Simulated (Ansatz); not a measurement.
# Ta (Im-3m) in Ansatz: equation of state

Aim: energy against volume of Ta in PBEsol, for its equilibrium volume and stiffness.

All numbers are computed with Ansatz 0.2.0; they aren't measurements. Logs are shortened: lines on timing, memory, paths and dates and some standing lists are left out, and cuts for length are marked.

**Experimental background.**

From “Pressure effects on the electronic structure and superconductivity of (TaNb)0.67(HfZrTi)0.33 high entropy alloy”, 2019, arxiv:1910.08312, for a bulk crystal of Ta: bulk modulus 194 GPa.

How close the calculation comes is told below.

## (1) The structure

It takes space group Im-3m (No. 229, cubic). Conventional cell: a = 3.303 Å, b = 3.303 Å, c = 3.303 Å, α = 90.00°, β = 90.00°, γ = 90.00°. Around Ta (site symmetry m-3m) lie 8 Ta at 2.86 Å.

## (2) Equation of state, PBEsol

Potentials or basis: all-electron LAPW, scalar-relativistic.

This step only gathers the single runs of the series.

What came out:

| Item | Value |
| --- | --- |
| Equilibrium volume | 17.62 Å³/atom |
| Bulk modulus | 211 GPa |
| Pressure derivative of the bulk modulus | 4.4 |

Energy against volume, from the lowest point:
| volume (Å³/atom) | energy (meV/atom) |
| --- | --- |
| 16.930 | 19.22 |
| 17.290 | 4.21 |
| 17.650 | 0.00 |
| 18.010 | 5.42 |
| 18.371 | 19.46 |
| 18.731 | 41.22 |
| 19.091 | 69.93 |

The run has no spin-orbit coupling, so splittings on Ta are missing.

## (3) Comparison with measurements

Step 2. Measured bulk modulus of Ta: 194 GPa (quoted in “Pressure effects on the electronic structure and superconductivity of (TaNb)0.67(HfZrTi)0.33 high entropy alloy”, 2019, arxiv:1910.08312). This calculation gives 211 GPa (+8.9 %). The fit is for a static lattice scaled at fixed shape and fixed fractional positions.
